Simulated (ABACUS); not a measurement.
Input of an ABACUS 3.10.1 run:

The input INPUT:

```
INPUT_PARAMETERS
suffix              HfN
calculation         scf
basis_type          pw
pseudo_dir          ./
symmetry            1
dft_functional      pz
ecutwfc             84
pseudo_rcut         7
nspin               1
nbands              19
ks_solver           dav
smearing_method     fd
smearing_sigma      0.00367493
scf_thr             1e-08
scf_nmax            100
mixing_type         broyden
mixing_beta         0.7
cal_force           1
cal_stress          1
out_chg             1
kpar                4
```

The input STRU:

```
ATOMIC_SPECIES
Hf 178.4900 Hf.upf
N 14.0070 N.upf

LATTICE_CONSTANT
1.8897261246

LATTICE_VECTORS
0.0000000000 2.2560000000 2.2560000000
2.2560000000 0.0000000000 2.2560000000
2.2560000000 2.2560000000 0.0000000000

ATOMIC_POSITIONS
Cartesian

Hf
0.0
1
0.0000000000 0.0000000000 0.0000000000 1 1 1

N
0.0
1
2.2560000000 2.2560000000 2.2560000000 1 1 1
```

File KPT:

```
K_POINTS
0
Gamma
8 8 8 0 0 0
```

Potentials or basis: PseudoDojo NC SR 0.4.1 LDA standard, plane waves.

Launch:

```console
$ OMP_NUM_THREADS=1 mpirun -np 4 abacus > log
```

What does it give for the pressure?

-11.9 GPa.

Predict the band gap on the k mesh.

none (metal or under the smearing width).

Spin-orbit coupling is left out, which matters for the levels of Hf.
